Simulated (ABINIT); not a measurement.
Crystal: HfO2.

```
CELL_PARAMETERS angstrom
0.00000 2.55750 2.55750
2.55750 0.00000 2.55750
2.55750 2.55750 0.00000
ATOMIC_POSITIONS crystal
Hf 0.00000 0.00000 0.00000
O 0.75000 0.75000 0.75000
O 0.25000 0.25000 0.25000
```

Measurements of this composition are mostly on another form, of space group No. 14.

Base run:

```yaml
Program: ABINIT 10.8.3 (patched build)
Functional: PBE
Potentials_or_basis: JTH PAW PBE v2.0
Cutoff: 626 eV
k_mesh: 9 × 9 × 9
Occupations: fermi-dirac, width 0.05 eV
Spin: no spin polarisation
```

Its results: band gap on the k mesh 3.84 eV, indirect (least direct gap 3.96 eV); pressure -5.8 GPa.

Q: After a change of settings the same cell gave: band gap on the k mesh 3.79 eV, indirect (least direct gap 3.90 eV); pressure -3.2 GPa. Which change was it?
A. k mesh from 9 × 9 × 9 to 7 × 7 × 7
B. k mesh from 9 × 9 × 9 to 5 × 5 × 5
C. potentials or basis from JTH PAW PBE v2.0 to SG15 NC PBE v1.2; cutoff from 626 eV to 1143 eV; valence electrons from 24 to 38
D. functional from PBE to BLYP

A: C.

Caveats: spin-orbit coupling is left out, which moves the levels of the heavy elements; an odd mesh through Γ misses points on the zone boundary, where band edges often lie (some runs); the mesh misses the band edges, which the band path finds closer together (some runs).

Not every run made on this cell is shown here.
